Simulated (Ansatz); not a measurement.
SiO2:

```
Si O
1.0
     4.97559    0.00000    0.00000
     0.00000    4.97559    0.00000
     0.00000    0.00000    6.90089
Si O
4 8
Direct
  0.80325 0.80325 0.50000
  0.69675 0.30325 0.25000
  0.30325 0.69675 0.75000
  0.19675 0.19675 0.00000
  0.76176 0.11039 0.43204
  0.88961 0.23824 0.06796
  0.11039 0.76176 0.56796
  0.26176 0.38961 0.81796
  0.23824 0.88961 0.93204
  0.73824 0.61039 0.31796
  0.38961 0.26176 0.18204
  0.61039 0.73824 0.68204
```

The cell comes from a database or a generator and needn't be the stable form of this composition.

| Quantity | Value |
| --- | --- |
| Program | Ansatz 0.2.0 |
| Task | single point |
| Functional | PBE |
| Potentials or basis | Ansatz PAW |
| Cutoff | 420 eV (not typed: the program's choice for these potentials) |
| k mesh | 6 × 6 × 4 |
| Occupations | fermi-dirac, width 0.05 eV |
| Spin | no spin polarisation |

On this cell: pressure 4.8 GPa; largest force 0.278 eV/Å; band gap on the k mesh 5.73 eV, direct.

The same run follows on a disturbed copy (atoms moved at random, drawn with an rms of 0.05 Å):

```
Si O
1.0
     4.97559    0.00000    0.00000
     0.00000    4.97559    0.00000
     0.00000    0.00000    6.90089
Si O
4 8
Cartesian
  4.0339 4.0270 3.4583
  3.4259 1.5145 1.7291
  1.5007 3.4707 5.1790
  0.9710 0.9738 0.0247
  3.8289 0.5474 2.9893
  4.3890 1.1779 0.4556
  0.5949 3.8075 3.8999
  1.3201 1.8621 5.6316
  1.1729 4.3869 6.4250
  3.6245 3.0834 2.2431
  1.9648 1.2837 1.2638
  3.0822 3.7003 4.6900
```

**Question.** What does the disturbed cell give?

**Answer.** The energy moves by +27.8 meV/atom; pressure 3.7 GPa; largest force 3.398 eV/Å; band gap on the k mesh 5.61 eV, direct.

Forces in eV/Å, atoms in the order of the input:
```
Si   0.007 -0.567  0.273
Si   2.882  0.998  1.499
Si   1.818 -1.601 -0.707
Si  -0.423 -0.830 -0.544
O   -0.217  1.874 -0.721
O    0.470  0.116  0.084
O    0.063 -0.088 -0.331
O    0.258  1.711 -0.692
O   -0.369  1.117  1.529
O   -0.222 -1.942 -1.704
O   -2.539 -0.302 -0.446
O   -1.727 -0.486  1.761
```

Stress tensor (GPa, compression positive):
```
 4.39 -0.07  1.49
-0.07  0.61  0.39
 1.49  0.39  5.97
```

A k mesh can miss the band edges.
